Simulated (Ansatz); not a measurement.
# Ba: the cost of one run

Computed with Ansatz 0.2.0 (DFT PBE, scalar-relativistic, plane waves, PAW, unless a step's input says otherwise).

1 further run of the same task is left out (set aside as unsound or not needed).

## 1. The system as given

It takes space group Im-3m (No. 229, cubic). Conventional cell: a = 5.000 Å, b = 5.000 Å, c = 5.000 Å, α = 90.00°, β = 90.00°, γ = 90.00°. Around Ba (site symmetry m-3m) lie 8 Ba at 4.33 Å.

As a file:

```xyz
1
Lattice="-2.5000 2.5000 2.5000 2.5000 -2.5000 2.5000 2.5000 2.5000 -2.5000" Properties=species:S:1:pos:R:3 pbc="T T T"
Ba    0.0000    0.0000    0.0000
```

The structure comes from the Crystallography Open Database.

(A quick probe on a coarse mesh, which set the mesh and smearing, is not shown.)

## 3. Full relaxation

Contents of input.yaml:

```yaml
crystal:
  lattice:
    - [-2.5, 2.5, 2.5]
    - [2.5, -2.5, 2.5]
    - [2.5, 2.5, -2.5]
  atoms:
    - { symbol: Ba, position: [0.0, 0.0, 0.0] }
basis:
  ecutwfc: 420
kpoints:
  mp_grid: { grid: [12, 12, 12] }
hamiltonian:
  xc: pbe
scf:
  occupations: { method: gaussian, width: 0.1 }
output:
  forces: true
  stress: true
  eigenvalues: true
relax:
  adjacent_minimum: "off"
  f_tol: 0.005
  max_steps: 80
  cell: { stress_tol: 0.05 }
```

Q: Estimate wall time and peak memory on 1 thread of an Arm CPU, shared host.

About 9 s, with a peak of 0.34 GiB.
